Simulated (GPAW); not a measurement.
ZrSe2:

```
CELL_PARAMETERS angstrom
3.79800 0.00000 0.00000
-1.89900 3.28916 0.00000
0.00000 0.00000 6.19200
ATOMIC_POSITIONS crystal
Zr 0.00000 0.00000 0.00000
Se 0.66667 0.33333 0.75000
Se 0.33333 0.66667 0.25000
```

Base run:

| Item | Value |
| --- | --- |
| Program | GPAW 26.7.0 |
| Functional | PBE |
| Potentials or basis | GPAW PAW data sets (gpaw-data 1.2.1) |
| Cutoff | 600 eV |
| Basis | pw |
| k mesh | 8 × 8 × 5 |
| Occupations | gaussian, width 0.012 eV |
| Spin | no spin polarisation |

Its results: band gap on the k mesh 0.41 eV, indirect (least direct gap 1.05 eV); pressure 1.7 GPa; largest force 0.259 eV/Å.

Q: The run is repeated on the same cell with these changes: functional from PBE to r2SCAN; occupations from gaussian, width 0.012 eV to fermi-dirac, width 0.05 eV. What comes out?

A: Band gap on the k mesh 0.72 eV, indirect (least direct gap 1.35 eV); pressure 1.2 GPa; largest force 0.133 eV/Å.

Caveats: an odd mesh through Γ misses points on the zone boundary, where band edges often lie (some runs); this functional lacks dispersion, which binds the layers, so the pressure and a relaxed spacing across them are unreliable (some runs); the PAW data sets were made with another functional, which shifts forces and pressure a little (some runs).
